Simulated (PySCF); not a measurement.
Static polarisabilities and like-pair C6 coefficients by linear response at CAM-B3LYP/def2-SVPD (PySCF, frozen core in the response, non-relativistic, gas phase), PBE0-D3(BJ)/def2-SVP geometries, one conformer each; atomic units unless stated. Spin–orbit coupling is left out although an atom past zinc is present.

| label | species | α | C6 |
| --- | --- | --- | --- |
| P | `COB(OC)B(Cl)Cl` (C2H6B2Cl2O2) | 87.0 | 3199 |
| Q | `Cc1nccnc1[O][GeH3]` (C5H8GeN2O) | 106.5 | 4203 |
| R | `S[C@H]1[C@@H]2CC[C@H]1C2` (C6H10S) | 85.7 | 3093 |
| S | `CC#N` (C2H3N) | 28.9 | 369.7 |
| T | `C=Cc1cccc([SeH])c1` (C8H8Se) | 128.4 | 5352 |
| U | `C1[C@@H]2C[C@@H](CC2)C=1` (C7H10) | 74.4 | 2420 |

Estimate the unlike-pair coefficients by the rule C6(AB) = 2·C6(AA)·C6(BB) / [C6(AA)·αB/αA + C6(BB)·αA/αB], and compare with the geometric mean, for PQ, PT, PU, QR, QS, QU, RU and ST.

```json
{"pair": "PQ", "combination rule": "3659", "geometric mean": "3667", "ratio": "0.998"}
{"pair": "PT", "combination rule": "4102", "geometric mean": "4138", "ratio": "0.991"}
{"pair": "PU", "combination rule": "2782", "geometric mean": "2782", "ratio": "1.000"}
{"pair": "QR", "combination rule": "3598", "geometric mean": "3606", "ratio": "0.998"}
{"pair": "QS", "combination rule": "1242", "geometric mean": "1247", "ratio": "0.996"}
{"pair": "QU", "combination rule": "3178", "geometric mean": "3189", "ratio": "0.997"}
{"pair": "RU", "combination rule": "2735", "geometric mean": "2736", "ratio": "1.000"}
{"pair": "ST", "combination rule": "1390", "geometric mean": "1407", "ratio": "0.988"}
```

The rule is exact for one-pole polarisabilities and never exceeds the geometric mean; the two meet where both partners have the same effective excitation energy. These unlike-pair values are estimates, not computed integrals.
